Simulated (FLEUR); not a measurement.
# C (P6_3/mmc) in FLEUR: further runs

Runs on C. Level: LDA exchange alone (X-alpha). Tasks: band structure, equation of state.

The COD entry that gives the cell may itself be a prediction, so a difference from it is no test against experiment.

Program: FLEUR MaX-R8.1 (later development tree). These are calculated values, not measurements. Logs are shortened: lines on timing, memory, paths and dates and some standing lists are left out, and cuts for length are marked.

### Step 1. The structure

It takes space group P6_3/mmc (No. 194, hexagonal). The conventional cell has a = 2.522 Å, b = 2.522 Å, c = 8.237 Å, α = 90.00°, β = 90.00°, γ = 120.00°. C (site symmetry 3m) is surrounded by 4 C at 1.54 Å. Around C (site symmetry 3m) lie 4 C at 1.54 Å.

This is a hexagonal form of diamond, not graphite.

### Step 2. Band structure, LDA exchange alone (X-alpha)

File inp.xml:

```xml
<?xml version="1.0" encoding="UTF-8" standalone="no"?>
<fleurInput fleurInputVersion="0.39">
   <comment>
      C                                                                                                   
   </comment>
   <calculationSetup>
      <cutoffs Kmax="5.33" Gmax="16.5" GmaxXC="16.5" numbands="0"/>
      <scfLoop itmax="60" minDistance="0.00001" maxIterBroyd="15" imix="Anderson" alpha="0.05" precondParam="0.0" spinf="2.0" sdNocoIR="T"/>
      <coreElectrons ctail="T" frcor="F" kcrel="0" coretail_lmax="0"/>
      <xcFunctional name="x-a" relativisticCorrections="F"/>
      <magnetism jspins="1"/>
      <soc l_soc="F" theta="0.0" phi="0.0" spav="F"/>
      <expertModes spex="0" secvar="F"/>
      <geometryOptimization l_f="F" forcealpha="1.0" forcemix="BFGS" epsdisp="0.00001" epsforce="0.00001"/>
      <ldaU l_linMix="F" mixParam="0.05" spinf="1.0"/>
   </calculationSetup>
   <cell>
      <bzIntegration valenceElectrons="32.0" mode="hist" fermiSmearingEnergy="0.00183747">
         <kPointListSelection listName="default-1"/>
         <!-- k-points included here -->
         <xi:include xmlns:xi="http://www.w3.org/2001/XInclude" href="kpts.xml"> </xi:include>
      </bzIntegration>
      <!-- symmetry operations included here -->
      <xi:include xmlns:xi="http://www.w3.org/2001/XInclude" href="sym.xml"> </xi:include>
      <bulkLattice scale="1.0">
         <bravaisMatrix>
            <row-1>    4.7660782588536597     0.0000000000000000     0.0000000000000000</row-1>
            <row-2>   -2.3830391294268298     4.1275448486208255     0.0000000000000000</row-2>
            <row-3>    0.0000000000000000     0.0000000000000000    15.5658630609426591</row-3>
         </bravaisMatrix>
      </bulkLattice>
   </cell>
   <atomSpecies>
      <species name="Carbon (C)" element="C" atomicNumber="6">
         <mtSphere radius="1.35" gridPoints="447" logIncrement="0.023"/>
         <atomicCutoffs lmax="8" lnonsphr="6"/>
         <electronConfig flipSpins="F">
            <coreConfig>(1s1/2)</coreConfig>
            <valenceConfig>(2s1/2) (2p1/2) (2p3/2)</valenceConfig>
            <stateOccupation state="(2p1/2)" spinUp="0.333333" spinDown="0.333333"/>
            <stateOccupation state="(2p3/2)" spinUp="0.666667" spinDown="0.666667"/>
         </electronConfig>
         <energyParameters s="2" p="2" d="3" f="4"/>
         <lo type="SCLO" l="0" n="2" eDeriv="2"/>
         <lo type="SCLO" l="1" n="2" eDeriv="2"/>
         <lo type="SCLO" l="2" n="3" eDeriv="2"/>
      </species>
   </atomSpecies>
   <atomGroups>
      <atomGroup species="Carbon (C)">
         <relPos label="                   1">-1.000/3.000 1.000/3.000 -5.000/32.000</relPos>
         <relPos label="                   2">1.000/3.000 -1.000/3.000 11.000/32.000</relPos>
         <relPos label="                   3">-1.000/3.000 1.000/3.000 -11.000/32.000</relPos>
         <relPos label="                   4">1.000/3.000 -1.000/3.000 5.000/32.000</relPos>
         <force calculate="T" relaxXYZ="TTT"/>
      </atomGroup>
      <atomGroup species="Carbon (C)">
         <relPos label="                   5">.0000000000 .0000000000 -3.000/32.000</relPos>
         <relPos label="                   6">.0000000000 .0000000000 13.000/32.000</relPos>
         <relPos label="                   7">.0000000000 .0000000000 -13.000/32.000</relPos>
         <relPos label="                   8">.0000000000 .0000000000 3.000/32.000</relPos>
         <force calculate="T" relaxXYZ="TTT"/>
      </atomGroup>
   </atomGroups>
   <output dos="F" band="F" slice="F">
      <checks vchk="F" cdinf="F"/>
      <bandDOS minEnergy="-.5*Htr" maxEnergy="0.5*Htr" sigma="0.015" storeEVData="T"/>
      <vacuumDOS vacdos="F" integ="F" star="F" nstars="0" locx1="0.0" locy1="0.0" locx2="0.0" locy2="0.0" nstm="0" tworkf="0.0"/>
      <unfoldingBand unfoldBand="F" supercellX="1" supercellY="1" supercellZ="1"/>
      <plotting iplot="0" polar="F">
         <plot TwoD="T" vec1="  1.0  0.0  0.0" vec2="  0.0  1.0  0.0" vec3="  0.0  0.0  1.0" zero="  0.0  0.0  0.0" file="plot"/>
      </plotting>
      <chargeDensitySlicing numkpt="0" minEigenval="0.0" maxEigenval="0.0" nnne="0" pallst="F"/>
      <specialOutput eonly="F"/>
      <moessbauerParams electricFieldGradient="T" isomerShift="T" coreHyperfine="T" valenceHyperfine="T"/>
      <magneticCircularDichroism mcd="F" energyLo="-10.0" energyUp="0.0"/>
   </output>
  <!-- We include the file relax.xml here to enable relaxations (see documentation) -->
  <xi:include xmlns:xi="http://www.w3.org/2001/XInclude" href="relax.xml"> <xi:fallback/> </xi:include>
</fleurInput>
```

File crystal.txt:

```
C
&input cartesian=F /
2.5221000000  0.0000000000  0.0000000000
-1.2610500000  2.1842026709  0.0000000000
0.0000000000  0.0000000000  8.2371000000
1.8897261246
1.0 1.0 1.0

8
6 0.6666666667  0.3333333333  0.8437500000
6 0.3333333333  0.6666666667  0.3437500000
6 0.6666666667  0.3333333333  0.6562500000
6 0.3333333333  0.6666666667  0.1562500000
6 0.0000000000  0.0000000000  0.9062500000
6 0.0000000000  0.0000000000  0.4062500000
6 0.0000000000  0.0000000000  0.5937500000
6 0.0000000000  0.0000000000  0.0937500000

&kpt div1=12 div2=12 div3=4 gamma=T /
```

File inp.xml (bands):

```
<?xml version="1.0" encoding="UTF-8" standalone="no"?>
<fleurInput fleurInputVersion="0.39">
   <comment>
      C                                                                                                   
   </comment>
   <calculationSetup>
      <cutoffs Kmax="5.33" Gmax="16.5" GmaxXC="16.5" numbands="0"/>
      <scfLoop itmax="60" minDistance="0.00001" maxIterBroyd="15" imix="Anderson" alpha="0.05" precondParam="0.0" spinf="2.0" sdNocoIR="T"/>
      <coreElectrons ctail="T" frcor="F" kcrel="0" coretail_lmax="0"/>
      <xcFunctional name="x-a" relativisticCorrections="F"/>
      <magnetism jspins="1"/>
      <soc l_soc="F" theta="0.0" phi="0.0" spav="F"/>
      <expertModes spex="0" secvar="F"/>
      <geometryOptimization l_f="F" forcealpha="1.0" forcemix="BFGS" epsdisp="0.00001" epsforce="0.00001"/>
      <ldaU l_linMix="F" mixParam="0.05" spinf="1.0"/>
   </calculationSetup>
   <cell>
      <bzIntegration valenceElectrons="32.0" mode="hist" fermiSmearingEnergy="0.00183747">
         <kPointListSelection listName="path-1"/>
         <!-- k-points included here -->
         <xi:include xmlns:xi="http://www.w3.org/2001/XInclude" href="kpts.xml"> </xi:include>
      </bzIntegration>
      <!-- symmetry operations included here -->
      <xi:include xmlns:xi="http://www.w3.org/2001/XInclude" href="sym.xml"> </xi:include>
      <bulkLattice scale="1.0">
         <bravaisMatrix>
            <row-1>    4.7660782588536597     0.0000000000000000     0.0000000000000000</row-1>
            <row-2>   -2.3830391294268298     4.1275448486208255     0.0000000000000000</row-2>
            <row-3>    0.0000000000000000     0.0000000000000000    15.5658630609426591</row-3>
         </bravaisMatrix>
      </bulkLattice>
   </cell>
   <atomSpecies>
      <species name="Carbon (C)" element="C" atomicNumber="6">
         <mtSphere radius="1.35" gridPoints="447" logIncrement="0.023"/>
         <atomicCutoffs lmax="8" lnonsphr="6"/>
         <electronConfig flipSpins="F">
            <coreConfig>(1s1/2)</coreConfig>
            <valenceConfig>(2s1/2) (2p1/2) (2p3/2)</valenceConfig>
            <stateOccupation state="(2p1/2)" spinUp="0.333333" spinDown="0.333333"/>
            <stateOccupation state="(2p3/2)" spinUp="0.666667" spinDown="0.666667"/>
         </electronConfig>
         <energyParameters s="2" p="2" d="3" f="4"/>
         <lo type="SCLO" l="0" n="2" eDeriv="2"/>
         <lo type="SCLO" l="1" n="2" eDeriv="2"/>
         <lo type="SCLO" l="2" n="3" eDeriv="2"/>
      </species>
   </atomSpecies>
   <atomGroups>
      <atomGroup species="Carbon (C)">
         <relPos label="                   1">-1.000/3.000 1.000/3.000 -5.000/32.000</relPos>
         <relPos label="                   2">1.000/3.000 -1.000/3.000 11.000/32.000</relPos>
         <relPos label="                   3">-1.000/3.000 1.000/3.000 -11.000/32.000</relPos>
         <relPos label="                   4">1.000/3.000 -1.000/3.000 5.000/32.000</relPos>
         <force calculate="T" relaxXYZ="TTT"/>
      </atomGroup>
      <atomGroup species="Carbon (C)">
         <relPos label="                   5">.0000000000 .0000000000 -3.000/32.000</relPos>
         <relPos label="                   6">.0000000000 .0000000000 13.000/32.000</relPos>
         <relPos label="                   7">.0000000000 .0000000000 -13.000/32.000</relPos>
         <relPos label="                   8">.0000000000 .0000000000 3.000/32.000</relPos>
         <force calculate="T" relaxXYZ="TTT"/>
      </atomGroup>
   </atomGroups>
   <output dos="F" band="T" slice="F">
      <checks vchk="F" cdinf="F"/>
      <bandDOS minEnergy="-.5*Htr" maxEnergy="0.5*Htr" sigma="0.015" storeEVData="T"/>
      <vacuumDOS vacdos="F" integ="F" star="F" nstars="0" locx1="0.0" locy1="0.0" locx2="0.0" locy2="0.0" nstm="0" tworkf="0.0"/>
      <unfoldingBand unfoldBand="F" supercellX="1" supercellY="1" supercellZ="1"/>
      <plotting iplot="0" polar="F">
         <plot TwoD="T" vec1="  1.0  0.0  0.0" vec2="  0.0  1.0  0.0" vec3="  0.0  0.0  1.0" zero="  0.0  0.0  0.0" file="plot"/>
      </plotting>
      <chargeDensitySlicing numkpt="0" minEigenval="0.0" maxEigenval="0.0" nnne="0" pallst="F"/>
      <specialOutput eonly="F"/>
      <moessbauerParams electricFieldGradient="T" isomerShift="T" coreHyperfine="T" valenceHyperfine="T"/>
      <magneticCircularDichroism mcd="F" energyLo="-10.0" energyUp="0.0"/>
   </output>
  <!-- We include the file relax.xml here to enable relaxations (see documentation) -->
  <xi:include xmlns:xi="http://www.w3.org/2001/XInclude" href="relax.xml"> <xi:fallback/> </xi:include>
</fleurInput>
```

Potentials or basis: all-electron, FLAPW.

The run is started by

```bash
inpgen -f crystal.txt -profile fastHighL
# inp.xml edited to the form shown
fleur_MPI
fleur_MPI   # second run, on inp.xml (bands)
```

The program printed:

```text
Welcome to FLEUR        (www.flapw.de)
      MaX-Release 8.1          (www.max-centre.eu)

 ========== k-point set info ==========
 Selected k-point list: default-1
 k-point list type: mesh
 12 x 12 x 4
 Number of k points: 57

 ------------Calculation Setup---------------------------
 Number of MPI-tasks      :            1
 Number of PE/node        :            1
 Number of OMP-threads    :            1
 Most efficient MPI parallelization for:
           1           3          19          57
 Additional eigenvalue parallelization possible
 Number of basis functions:          919
 Approximate size of matrices (H+S) per k-point:         0.013 GB
 --------------------------------------------------------
 Iteration:     1   Distance:      26.94149810 me/bohr^3
 Iteration:     2   Distance:      25.34514962 me/bohr^3
 Iteration:     3   Distance:       4.29178588 me/bohr^3
 Iteration:     4   Distance:       2.09102236 me/bohr^3
 Iteration:     5   Distance:       0.32063315 me/bohr^3
 Iteration:     6   Distance:       0.15361303 me/bohr^3
 Iteration:     7   Distance:       0.15127693 me/bohr^3
 Iteration:     8   Distance:       0.01382862 me/bohr^3
 Iteration:     9   Distance:       0.00299817 me/bohr^3
 Iteration:    10   Distance:       0.00296364 me/bohr^3
 Iteration:    11   Distance:       0.00004305 me/bohr^3
 Iteration:    12   Distance:       0.00001533 me/bohr^3
 Iteration:    13   Distance:       0.00000479 me/bohr^3

 ********************************************************************
 Run finished successfully
 Stop message:
   all done
 ********************************************************************
```

output (bands):

```text
Welcome to FLEUR        (www.flapw.de)
      MaX-Release 8.1          (www.max-centre.eu)

 ========== k-point set info ==========
 Selected k-point list: path-1
 k-point list type: path
 Number of k points: 60

 ------------Calculation Setup---------------------------
 Number of MPI-tasks      :            1
 Number of PE/node        :            1
 Number of OMP-threads    :            1
 Most efficient MPI parallelization for:
           1           2           3           4           5           6          10          12          15          20          30          60
 Additional eigenvalue parallelization possible
 Number of basis functions:          918
 Approximate size of matrices (H+S) per k-point:         0.013 GB
 --------------------------------------------------------
 Fermi energy correction for insulators:
 No automatic correction of the Fermi energy has been performed.

 Note: Band structure data (together with different weights) is also stored in the banddos.hdf file.
       A convenient way of extracting and plotting the data from that file is by making use of the

 ********************************************************************
 Run finished successfully
 Stop message:
   Charge density postprocessing done.
 ********************************************************************
```

out.xml (last iteration):

```text
<iteration numberForCurrentRun="   13" overallNumber="   13">
         <energyParameters units="Htr">
            <atomicEP atomType="1" spin="1" branch="2s" branchLowest="-9.13" branchHighest="2.83" value="-0.2024706904"/>
            <atomicEP atomType="1" spin="1" branch="2p" branchLowest="-9.99" branchHighest="2.37" value="-0.0066957408"/>
            <atomicEP atomType="1" spin="1" branch="3d" branchLowest="-9.99" branchHighest="6.99" value="0.1975477692"/>
            <atomicEP atomType="1" spin="1" branch="4f" branchLowest="-9.99" branchHighest="11.68" value="0.3573636867"/>
            <loAtomicEP atomType="1" spin="1" branch="2s" branchLowest="-9.13" branchHighest="2.83" value="-0.2024706904"/>
            <loAtomicEP atomType="1" spin="1" branch="2p" branchLowest="-9.99" branchHighest="2.37" value="-0.0067091655"/>
            <loAtomicEP atomType="1" spin="1" branch="3d" branchLowest="-9.99" branchHighest="6.99" value="0.1975493264"/>
            <atomicEP atomType="2" spin="1" branch="2s" branchLowest="-9.13" branchHighest="2.83" value="-0.2019893525"/>
            <atomicEP atomType="2" spin="1" branch="2p" branchLowest="-9.99" branchHighest="2.37" value="-0.0062024207"/>
            <atomicEP atomType="2" spin="1" branch="3d" branchLowest="-9.99" branchHighest="6.99" value="0.1980500841"/>
            <atomicEP atomType="2" spin="1" branch="4f" branchLowest="-9.99" branchHighest="11.68" value="0.3578661024"/>
            <loAtomicEP atomType="2" spin="1" branch="2s" branchLowest="-9.13" branchHighest="2.83" value="-0.2019893525"/>
            <loAtomicEP atomType="2" spin="1" branch="2p" branchLowest="-9.99" branchHighest="2.37" value="-0.0062158468"/>
            <loAtomicEP atomType="2" spin="1" branch="3d" branchLowest="-9.99" branchHighest="6.99" value="0.1980516389"/>
         </energyParameters>
         <eigenvalues>
            <eigenvaluesAt spin="1" ikpt="1" k_x="0.00000000" k_y="0.00000000" k_z="0.00000000">
                      -0.2785651354       -0.2162278703       -0.2143884312       -0.0615894662        0.0132873624
[... 58 lines left out ...]
            </electricFieldGradient>
            <electricFieldGradient atomType="2" VXX="0.00128" VYY="0.00128" VZZ="-0.00256" asymParam="0.00000">
            </electricFieldGradient>
         </moessbauerParams>
         <totalEnergy                                    value="     -299.2959772942" units="Htr">
            <sumOfEigenvalues                            value="     -140.3337192490">
               <coreElectrons value="-146.0711562495"/>
               <valenceElectrons value="5.7374370005"/>
            </sumOfEigenvalues>
            <densityCoulombPotentialIntegral value="-389.8111090828"/>
            <densityEffectivePotentialIntegral value="-440.1043583653"/>
            <chargeDenXCDenIntegral value="-37.7199369623"/>
            <FockExchangeEnergyValence value="0.0000000000"/>
            <FockExchangeEnergyCore value="0.0000000000"/>
            <atomTypeDependentContributions atomType="1">
               <electronNucleiInteractionDifferentMTs value="165.6792496753"/>
               <MadelungTerm value="-17.5413398489"/>
            </atomTypeDependentContributions>
            <atomTypeDependentContributions atomType="2">
               <electronNucleiInteractionDifferentMTs value="165.6665244680"/>
               <MadelungTerm value="-17.5540109146"/>
            </atomTypeDependentContributions>
            <tkbTimesEntropy value="0.0000000000"/>
            <freeEnergy value="-299.2959772942"/>
            <extrapolationTo0K value="-299.2959772942"/>
         </totalEnergy>
         <densityConvergence units="me/bohr^3">
            <chargeDensity spin="1" distance="0.0000047913"/>
         </densityConvergence>
      </iteration>
```

Wall time 2.1 min (1 thread of Intel Xeon 6975P-C (Granite Rapids), shared host); peak memory 0.09 GiB.

What came out:

| Item | Value |
| --- | --- |
| Free energy | -8144.2584 eV |
| Band gap on the k mesh | 4.27 eV, indirect (least direct gap 5.09 eV) |
| Band gap along the path | 4.28 eV, indirect (least direct gap 5.09 eV) |
| Valence electrons inside the program's atomic spheres | C 2.09 (radii C 1.35 bohr) |

Levels at the corners of the path, in eV from the valence-band top:
```csv
point,band 13,band 14,band 15,band 16,band 17,band 18,band 19,band 20
Γ,-1.74,-0.23,0.00,0.00,5.09,5.09,5.62,6.88
M,-5.03,-4.54,-3.72,-2.93,4.30,5.46,5.71,5.84
K,-7.19,-5.72,-5.72,-4.03,5.98,5.98,7.88,8.34
Γ,-1.74,-0.23,0.00,0.00,5.09,5.09,5.62,6.88
A,-0.68,-0.68,-0.68,-0.68,5.88,5.88,5.88,5.88
L,-4.74,-4.74,-3.67,-3.67,4.66,4.66,6.90,6.90
H,-5.36,-5.36,-5.13,-5.13,4.97,4.97,9.74,9.74
A,-0.68,-0.68,-0.68,-0.68,5.88,5.88,5.88,5.88
L,-4.74,-4.74,-3.67,-3.67,4.66,4.66,6.90,6.90
M,-5.03,-4.54,-3.72,-2.93,4.30,5.46,5.71,5.84
K,-7.19,-5.72,-5.72,-4.03,5.98,5.98,7.88,8.34
H,-5.36,-5.36,-5.13,-5.13,4.97,4.97,9.74,9.74
```

Core levels (eV from the Fermi level):
```tsv
atom	levels
1 C	1s1/2 -262.4
2 C	1s1/2 -262.4
3 C	1s1/2 -262.4
4 C	1s1/2 -262.4
5 C	1s1/2 -262.4
6 C	1s1/2 -262.4
```

(Part 1 of 2 ends here.)
